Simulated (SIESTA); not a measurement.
Crystal: PtS2.

```
Pt S
1.0
     3.54320    0.00000    0.00000
    -1.77160    3.06850    0.00000
     0.00000    0.00000    5.03880
Pt S
1 2
Cartesian
  0.0000 0.0000 0.0000
  1.7716 1.0228 3.8950
  0.0000 2.0457 1.1438
```

Base run:

```yaml
Program: SIESTA 5.4.2
Functional: PBE
Potentials_or_basis: PseudoDojo 0.4 standard (PBE files)
Basis: DZP (energy shift 0.003 Ry; two zetas on semicore shells)
Grid_cutoff: 800 Ry
Energy_shift: 0.003 Ry
k_mesh: 9 × 9 × 5
Occupations: fermi-dirac, width 0.05 eV
Spin: no spin polarisation
```

Its results: band gap on the k mesh 0.97 eV, indirect (least direct gap 1.01 eV); pressure 14.7 GPa; largest force 1.916 eV/Å.

Task: The run is repeated on the same cell with these changes: functional from PBE to RPBE. What comes out?

Result: Band gap on the k mesh 1.02 eV, indirect (least direct gap 1.06 eV); pressure 16.8 GPa; largest force 1.946 eV/Å.

RPBE binds less tightly than PBE, so the same cell stands under more pressure.

Caveats: short orbitals over semicore shells can move pressures by several GPa; spin-orbit coupling is left out, which moves the levels of the heavy elements; the basis of atomic orbitals isn't converged, which shifts pressures, moduli and gaps; an odd mesh through Γ misses points on the zone boundary, where band edges often lie (some runs); forces of over 1 eV/Å show positions far from the minimum, so gaps and moduli don't describe the material at rest (some runs); so large a pressure means that the cell lies far from this level's equilibrium, or that cutoff or potentials fall short (some runs); the potentials were made for another functional, which shifts forces and pressure (some runs).
